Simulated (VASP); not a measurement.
Input of a VASP 6.6.1 run:

Contents of INCAR:

```
SYSTEM = H3C2N
PREC = Accurate ; ENCUT = 520
EDIFF = 1E-6 ; ISMEAR = -1
SIGMA = 0.02 ; LREAL = Auto
LASPH = .True. ; NELM = 100
ALGO = Normal ; ISIF = 2
LWAVE = .False. ; LCHARG = .False.
GGA = PS ; NBANDS = 72
```

Contents of KPOINTS:

```
regular mesh
0
Gamma
  1 1 1
  0 0 0
```

POSCAR

```
H3C2N
1.0
    8.7876200000      0.0000000000      0.0000000000
    0.0000000000      8.7876200000      0.0000000000
    0.0000000000      0.0000000000      8.7876200000
C N H
12 6 18
Direct
    1.0245725948      0.3526441991      0.5448517333
    0.9567557187      0.4297943004      0.6729200728
    0.4928262405      0.0841119125      0.4190703849
    0.4262475636      0.1959308562      0.3181722328
    0.6942123772      0.9016649797      0.9839609055
    0.5770187000      0.9092016467      0.8691394506
    0.2499470170      0.6304282258      0.9766634067
    0.1365548695      0.7383670152      1.0264501782
    0.9143751177      0.7650217336      0.4130793773
    0.8832442316      0.9031199725      0.4958886766
    0.5565939398      0.3286745255      0.8921825171
    0.4728040357      0.3762075579      0.7587282790
    0.9011668949      0.4900026476      0.7767695442
    0.3749713937      0.2850160144      0.2347246783
    0.4812363115      0.9160241711      0.7782770983
    0.0455338222      0.8242606754      1.0693582996
    0.8578135728      1.0148536198      0.5617148796
    0.4043227271      0.4132315721      0.6515278876
    0.9864107392      0.4044841661      0.4373226446
    1.1498825529      0.3597058799      0.5508292400
    0.9878106290      0.2323218774      0.5457040811
    0.4918221100     -0.0289461491      0.3649749500
    0.6119469758      0.1141075163      0.4461847185
    0.4300278257      0.0755316277      0.5275778633
    0.6691753314      0.8096828161      1.0652297635
    0.8069493590      0.8791660256      0.9340870692
    0.7005007539      1.0098376787      1.0469200244
    0.1940485376      0.5273364941      0.9312559297
    0.3213951960      0.6813616908      0.8865194120
    0.3214686962      0.5965620701      1.0747153436
    0.9531593244      0.7921483395      0.2963700046
    1.0037635235      0.6997012731      0.4717680635
    0.8108467210      0.6944787659      0.4072993178
    0.5662198310      0.2032217508      0.8920187230
    0.6718188958      0.3796591033      0.8905900455
    0.4945828693      0.3611250484      0.9971793036
```

Potentials or basis: VASP PAW PBE potentials, release 64 (C, N, H).

Launch:

```sh
$ cat potpaw_PBE.64/C/POTCAR potpaw_PBE.64/N/POTCAR potpaw_PBE.64/H/POTCAR > POTCAR
$ mpirun -np 1 vasp_gam > vasp.out
```

Question: What does it give for the largest force?

Answer: 0.448 eV/Å.

Question: Estimate the band gap on the k mesh.

Answer: 6.28 eV, direct.

Question: Predict the pressure.

Answer: -0.1 GPa.

Forces on the atoms (eV/Å):
```
C    0.011 -0.010  0.005
C    0.187 -0.215 -0.346
C   -0.002  0.089  0.032
C    0.127 -0.194  0.200
C    0.001 -0.012 -0.019
C    0.299 -0.022  0.292
C    0.007 -0.052  0.031
C    0.226 -0.245 -0.083
C   -0.010 -0.001  0.039
C    0.069 -0.364 -0.191
C   -0.032 -0.006 -0.012
C    0.134 -0.112  0.219
N   -0.180  0.206  0.346
N   -0.043  0.184 -0.152
N   -0.311  0.015 -0.291
N   -0.192  0.166  0.101
N   -0.086  0.368  0.196
N   -0.134  0.037 -0.101
H    0.002  0.012 -0.017
H    0.036  0.020  0.033
H    0.000 -0.008  0.005
H   -0.014 -0.007 -0.010
H   -0.081 -0.024  0.002
H    0.016  0.038 -0.066
H    0.007 -0.026  0.007
H    0.010 -0.007 -0.020
H    0.013  0.015  0.008
H    0.012  0.108  0.012
H   -0.028 -0.021  0.060
H   -0.062  0.008 -0.133
H    0.013  0.002 -0.019
H    0.015  0.002  0.005
H   -0.001 -0.011  0.011
H   -0.001  0.122 -0.062
H   -0.087 -0.021  0.009
H    0.079 -0.036 -0.092
```

Caveat: the standard files for N, O and F lose accuracy on very short bonds; the PAW data sets were made with another functional, which shifts forces and pressure a little.
